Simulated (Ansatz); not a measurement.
Below is a relaxed structure of Mo. It comes from a database structure that was distorted and then relaxed.

Level of theory: DFT PBE, scalar-relativistic, plane waves, PAW (Ansatz 0.2.0). Cutoff 420 eV, Γ-centred mesh, Gaussian smearing, no spin polarisation.

```
Mo
1.0
    -1.58043    1.58043    1.58043
     1.58043   -1.58043    1.58043
     1.58043    1.58043   -1.58043
Mo
1
Direct
  0.00000 0.00000 0.00000
```

Energies count from the standard state of Mo at the same level.

Problem. What space group does it have?

Solution. Im-3m (No. 229), the bcc type. Conventional cell: a = 3.161 Å. Mo has 8 Mo at 2.74 Å and 6 Mo at 3.16 Å.

Problem. How far does it lie from the standard state of Mo?

Solution. 0.00 eV/atom. It is level with the standard state within the noise.

Problem. Is it a metal?

Solution. Yes, bands cross the Fermi level on the 24×24×24 mesh.

The last run used a 24×24×24 mesh for its 1-atom cell and Gaussian smearing of 0.10 eV. The k mesh leaves some 4 meV/atom of noise in the energy of each metallic cell. A structure relaxed within its symmetry needn't be a true minimum.
